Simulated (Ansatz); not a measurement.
# SnTe: equation of state with PBE

The system is SnTe.

```
CELL_PARAMETERS angstrom
0.00000 3.15085 3.15085
3.15085 0.00000 3.15085
3.15085 3.15085 0.00000
ATOMIC_POSITIONS crystal
Te 0.50000 0.50000 0.50000
Sn 0.00000 0.00000 0.00000
```

| Property | Result |
| --- | --- |
| Program | Ansatz 0.2.0 |
| Task | equation of state |
| Functional | PBE |
| Potentials or basis | Ansatz PAW |
| Cutoff | 420 eV |
| Density cutoff | 1680 eV |
| k mesh | 7 × 7 × 7 |
| Occupations | fermi-dirac, width 0.05 eV |
| Spin | no spin polarisation |

```json
{
 "Equilibrium volume": "32.87 Å³/atom",
 "Bulk modulus": "40 GPa",
 "Pressure derivative of the bulk modulus": "4.4"
}
```

Energy against volume, from the lowest point:
```
volume (Å³/atom)  energy (meV/atom)
          29.404              55.87
          30.030              36.04
          30.656              21.00
          31.281              10.29
          31.907               3.47
          32.532               0.15
          33.158               0.00
```

All runs of the series together: 9.8 s on 2 threads of Arm Neoverse V1, on a shared host.

Caveat: this odd mesh misses L, where the gap lies, so gap, dielectric constants and Born charges aren't listed. Spin-orbit coupling is left out, which matters for the levels of Te.
